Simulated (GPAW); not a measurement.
# NaCl: G0W0 quasiparticle levels with LDA

Crystal: NaCl.

```
Cl Na
1.0
     0.00000    2.79406    2.79406
     2.79406    0.00000    2.79406
     2.79406    2.79406    0.00000
Cl Na
1 1
Direct
  0.50000 0.50000 0.50000
  0.00000 0.00000 0.00000
```

The cell is a database's computed one.

```
Program             : GPAW 26.7.0
Task                : G0W0 quasiparticle levels
Functional          : LDA
Potentials or basis : the program's PAW data sets (release 1.2.1) made for this functional
Cutoff              : 600 eV
Basis               : pw
k mesh              : 4 × 4 × 4
Occupations         : fermi-dirac, width 0.001 eV
Spin                : no spin polarisation
Response ecut       : 200 eV
Frequency           : ppa
Extrapolate         : yes
Qp bands            : 2
Integrate gamma     : WS
Maxiter             : 150
Vertex              : none
All k               : no
Response bands      : 280
```

* Band gap on the k mesh, mean-field level: 4.80 eV, direct
* Quasiparticle gap: 8.03 eV
* Least direct quasiparticle gap: 8.03 eV

Levels at points of the mesh, in eV from the valence-band top:
```csv
k point,band 5,band 6,band 7,band 8,band 9,band 10
"(0.00, 0.00, 0.00)",0.00,0.00,0.00,4.80,10.78,10.78
"(0.50, 0.50, 0.00)",-1.81,-0.65,-0.65,7.23,7.68,11.13
"(0.50, 0.50, 0.50)",-2.11,-0.29,-0.29,6.92,10.49,10.66
```

Run time: 4.9 min on 1 thread of Intel(R) Xeon(R) 6975P-C (Granite Rapids), on a shared host, peak memory 0.43 GiB.

Caveat: the k mesh is coarse (spacing up to 0.49 Å⁻¹), so the values aren't converged; the quasiparticle gap is taken among the few k points that were corrected; the long-wavelength limit can be off by a per cent or two.
